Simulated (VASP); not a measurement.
# BN: atomic charges with PBE

Crystal: BN.

```
N B
1.0
     2.49824    0.00000    0.00000
    -1.24912    2.16354    0.00000
     0.00000    0.00000    6.63570
N B
2 2
Cartesian
  1.2491 0.7212 1.6589
  0.0000 1.4424 4.9768
  1.2491 0.7212 4.9768
  0.0000 1.4424 1.6589
```

- Program: VASP 6.6.1
- Task: atomic charges
- Functional: PBE
- Potentials or basis: VASP PAW PBE potentials, release 64 (N, B)
- Cutoff: 520 eV
- k mesh: 12 × 12 × 4
- Occupations: gaussian, width 0.02 eV
- Spin: no spin polarisation
- Further INCAR settings: ALGO = Normal; EDIFF = 1e-06

```yaml
Pressure: 5.2 GPa
Band_gap_on_the_k_mesh: 4.29 eV, indirect (least direct gap 4.66 eV)
Valence_electrons_inside_the_program's_atomic_spheres: N 4.03; B 2.18
```

Stress tensor (GPa, compression positive):
```
6.30 0.00 0.00
0.00 6.30 0.00
0.00 0.00 2.86
```

Levels at points of the mesh, in eV from the valence-band top:
```tsv
k point	band 6	band 7	band 8	band 9	band 10	band 11
(0.00, 0.00, 0.00)	-1.32	-1.29	-1.29	5.27	10.35	11.61
(0.50, 0.00, 0.00)	-4.09	-1.45	-0.43	4.29	5.66	9.60
(0.00, 0.00, 0.50)	-1.30	-1.30	-1.30	7.64	7.64	11.67
(0.50, 0.00, 0.50)	-4.12	-0.92	-0.92	4.75	4.75	9.99
```

Wall time 17 s on 1 thread of Intel(R) Xeon(R) Platinum 8488C (Sapphire Rapids), on a shared host, peak memory 0.15 GiB.

Caveat: this functional lacks dispersion, which binds the layers, so the pressure and a relaxed spacing across them are unreliable. PBE gaps usually lie below the measured ones, often by a third to a half.
